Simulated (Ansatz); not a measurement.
# MgO (Fm-3m), one atom moved along a line

Computed with DFT r2SCAN, scalar-relativistic, plane waves, PAW (Ansatz 0.2.0). Settings: plane waves to 500 eV, k-mesh 6×6×6 (Γ-centred), Gaussian smearing 0.05 eV. No spin polarisation. Energies are free energies at this smearing, counted from the undisturbed cell; pressure is positive in compression.

The starting cell (relaxed at this level):

```
CELL_PARAMETERS angstrom
4.20422 0.00000 0.00000
0.00000 -4.20422 0.00000
0.00000 0.00000 -4.20422
ATOMIC_POSITIONS crystal
Mg 0.00000 0.00000 0.00000
Mg 0.50000 0.50000 0.00000
Mg 0.50000 0.00000 0.50000
Mg 0.00000 0.50000 0.50000
O 0.50000 0.00000 0.00000
O 0.00000 0.50000 0.00000
O 0.00000 0.00000 0.50000
O 0.50000 0.50000 0.50000
```

Atom 5 (O) is moved by x along the Cartesian unit vector (-1.000, 0.000, 0.000); the cell and all other atoms stay fixed.

```
  x (Å)  ΔE (meV/cell) force along x on the moved atoms (eV/Å) pressure (GPa) gap on the mesh (eV)
-0.2000          244.3                                     2.60             1.3                  5.61
-0.1000           58.2                                     1.18             0.3                  5.67
 0.0000            0.0                                     0.00             0.0                  5.69
 0.0250            3.6                                        ?             0.0                     ?
 0.0500           14.4                                    -0.58             0.1                  5.68
 0.0750              ?                                    -0.87             0.2                     ?
 0.1250           91.7                                    -1.51             0.5                  5.66
 0.1500          133.6                                    -1.85             0.7                  5.64
 0.1750          184.2                                    -2.21             1.0                  5.63
```

By symmetry 0.2000 repeats -0.2000, -0.1500 repeats 0.1500, 0.1000 repeats -0.1000, -0.0500 repeats 0.0500 in energy, with the opposite slope along the path.

Give the withheld values.

force along x on the moved atoms (eV/Å) at x (Å) = 0.0250: -0.29; gap on the mesh (eV) at x (Å) = 0.0250: 5.68; ΔE (meV/cell) at x (Å) = 0.0750: 32.5; gap on the mesh (eV) at x (Å) = 0.0750: 5.68.

Cost: 9 runs of about 3.5 core-minutes in all, on Arm Neoverse V1 (shared hosts).